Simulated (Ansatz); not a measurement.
## Nudged elastic band run: Zr$_{4}$HO$_{8}$, charge +1

Input:

```yaml
crystal:
  lattice:
    - [5.09, 0.0, 0.0]
    - [0.0, 5.09, 0.0]
    - [0.0, 0.0, 5.09]
  atoms:
    - { symbol: Zr, position: [-0.03771305, 0.03193166, 0.02660686] }
    - { symbol: O, position: [0.23873913, 0.24823393, 0.25141634] }
    - { symbol: O, position: [0.82970934, 0.83923039, 0.66042791] }
    - { symbol: Zr, position: [0.47192109, 0.48136364, 0.01820434] }
    - { symbol: O, position: [0.68272512, 0.77752377, 0.16875811] }
    - { symbol: O, position: [0.24129016, 0.19553642, 0.74715326] }
    - { symbol: Zr, position: [0.46351604, -0.02822301, 0.46772045] }
    - { symbol: O, position: [0.76796538, 0.33083064, 0.80733999] }
    - { symbol: O, position: [0.185964, 0.75251847, 0.24887674] }
    - { symbol: Zr, position: [0.02245993, 0.47305636, 0.52786274] }
    - { symbol: O, position: [0.32135587, 0.69230618, 0.72219324] }
    - { symbol: O, position: [0.74303236, 0.25080677, 0.3041383] }
    - { symbol: H, position: [0.9405175, -0.04995392, 0.54954652] }
total_charge: 1
basis:
  ecutwfc: 420.0
kpoints:
  mp_grid: { grid: [2, 2, 2] }
hamiltonian:
  xc: pbe
  dispersion: d3bj
scf:
  occupations: { method: gaussian, width: 0.05 }
  lower_state_search: "off"
neb:
  images: 3
  f_tol: 0.05
  initial_path: idpp
  max_iterations: 80
  final_atoms:
    - { symbol: Zr, position: [-0.02246522, -0.0282671, -0.02650845] }
    - { symbol: O, position: [0.31768734, 0.33171171, 0.27803824] }
    - { symbol: O, position: [0.7585474, 0.7522263, 0.69588324] }
    - { symbol: Zr, position: [0.52887839, 0.48118972, -0.018773] }
    - { symbol: O, position: [0.67837663, 0.77797658, 0.19244814] }
    - { symbol: O, position: [0.25785343, 0.19585833, 0.75157647] }
    - { symbol: Zr, position: [0.5365882, 0.03253541, 0.4717737] }
    - { symbol: O, position: [0.76215269, 0.24792875, 0.74795182] }
    - { symbol: O, position: [0.16998387, 0.84008629, 0.34009177] }
    - { symbol: Zr, position: [0.03833682, 0.47348689, 0.53257543] }
    - { symbol: O, position: [0.23212381, 0.69243287, 0.83169812] }
    - { symbol: O, position: [0.81424366, 0.25152028, 0.2522572] }
    - { symbol: H, position: [1.0590626, -0.04901932, 0.45092656] }
  order_check: true
```

Run as:

```bash
$ ansatz run input.yaml --threads 1 --pin off --max-ram 3072MiB --backend cpu --events-out ev --progress --plain --runs-dir out
```

Output, in part (warnings, iteration lines):

```
NEB end point (image 0): max|allowed force component| = 1.795e-2 eV/Å (the criterion of neb.relax_end_points is 1.000e-2)
NEB end point (image 4): max|allowed force component| = 7.077e-3 eV/Å (the criterion of neb.relax_end_points is 1.000e-2)
NEB iter   1: max|band force component| = 2.510e0 eV/Å  barrier→ = 1.9902 eV  barrier← = 1.9902 eV  Δτ_max = 0.1984 Å  (46 SCF iters)
NEB iter   2: max|band force component| = 1.843e0 eV/Å  barrier→ = 0.9271 eV  barrier← = 0.9271 eV  Δτ_max = 0.2000 Å  (27 SCF iters)
NEB iter   3: max|band force component| = 6.846e0 eV/Å  barrier→ = 0.8217 eV  barrier← = 0.8217 eV  Δτ_max = 0.0995 Å  (27 SCF iters)
NEB iter   4: max|band force component| = 7.406e-1 eV/Å  barrier→ = 0.4625 eV  barrier← = 0.4625 eV  Δτ_max = 0.0442 Å  (23 SCF iters)
NEB iter   5: max|band force component| = 1.988e-1 eV/Å  barrier→ = 0.4333 eV  barrier← = 0.4333 eV  CI = image 2  Δτ_max = 0.0282 Å  (23 SCF iters)
NEB iter   6: max|band force component| = 1.870e-1 eV/Å  barrier→ = 0.4227 eV  barrier← = 0.4227 eV  CI = image 2  Δτ_max = 0.0248 Å  (21 SCF iters)
NEB iter   7: max|band force component| = 2.308e-1 eV/Å  barrier→ = 0.4207 eV  barrier← = 0.4207 eV  CI = image 2  Δτ_max = 0.0124 Å  (21 SCF iters)
NEB iter   8: max|band force component| = 1.520e-1 eV/Å  barrier→ = 0.4196 eV  barrier← = 0.4196 eV  CI = image 2  Δτ_max = 0.0075 Å  (20 SCF iters)
NEB iter   9: max|band force component| = 5.694e-2 eV/Å  barrier→ = 0.4188 eV  barrier← = 0.4188 eV  CI = image 2  Δτ_max = 0.0094 Å  (18 SCF iters)
NEB iter  10: max|band force component| = 3.280e-2 eV/Å  barrier→ = 0.4182 eV  barrier← = 0.4182 eV  CI = image 2  CI's point: of a kind that is not told: the force calls were inconclusive, a negative curvature could not be distinguished from the path's own, the only one lies far off the path, or fixed occupations may fill a level only in part  Δτ_max = 0.0000 Å  (317 SCF iters)
```

The run converged. By the program's own check the climbing image is of a kind that is not told: the force calls were inconclusive, a negative curvature could not be distinguished from the path's own, the only one lies far off the path, or fixed occupations may fill a level only in part (lowest curvatures found: -6.66 and 0.37 eV/Å²). Limits of this set-up: coarse k mesh, charged cell in a uniform background, uncorrected.

Final band (atoms are numbered from 1 in the order of the input):

| image | path coordinate (Å) | energy (eV) | O3–H13 (Å) | O9–H13 (Å) |
| --- | --- | --- | --- | --- |
| 0 | 0.00 | 0.00 | 0.98 | 2.22 |
| 1 | 0.57 | 0.10 | 0.99 | 1.83 |
| 2 | 1.15 | 0.42 | 1.23 | 1.24 |
| 3 | 1.73 | 0.10 | 1.83 | 0.99 |
| 4 | 2.31 | 0.00 | 2.22 | 0.98 |

Time of the run: 3.6 min on 1 thread of Arm Neoverse V2, with other jobs on the host, peak memory 0.51 GiB.
